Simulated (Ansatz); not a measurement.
Crystal: Mo.

```
CELL_PARAMETERS angstrom
-1.58381 1.58381 1.58381
1.58381 -1.58381 1.58381
1.58381 1.58381 -1.58381
ATOMIC_POSITIONS crystal
Mo 0.00000 0.00000 0.00000
```

- Program: Ansatz 0.2.0
- Task: relaxation of cell and atoms
- Functional: HSE03
- Potentials or basis: Ansatz PAW
- Cutoff: 420 eV (not typed: the program's choice for these potentials)
- k mesh: 6 × 6 × 6
- Occupations: fermi-dirac, width 0.05 eV
- Spin: no spin polarisation

At the start: volume 15.89 Å³/atom.

**Question.** How do energy, volume and symmetry change on relaxing?

**Answer.** It ends after 4 steps and the volume is 15.37 Å³/atom (-3.3 %); space group Im-3m (No. 229, to 0.05 Å).

The path:
```csv
step,energy change (eV),largest force (eV/Å),volume (Å³)
1,0.0000,0.0000,15.89
2,-0.0150,0.0000,15.43
3,-0.0153,0.0000,15.37
4,-0.0151,0.0000,15.37
```

Final structure:
```
Mo
1.0
    -1.56635    1.56635    1.56635
     1.56635   -1.56635    1.56635
     1.56635    1.56635   -1.56635
Mo
1
Direct
  0.00000 0.00000 0.00000
```

Caveat: the k mesh is coarse (spacing up to 0.47 Å⁻¹), so the values aren't converged, least of all with exact exchange; the plane-wave basis is chosen anew once the cell has moved, so the energies of steps on either side of that aren't comparable; the PAW data sets come from PBE, with cores solved anew for the run's functional, which leaves a small shift of forces and pressure.
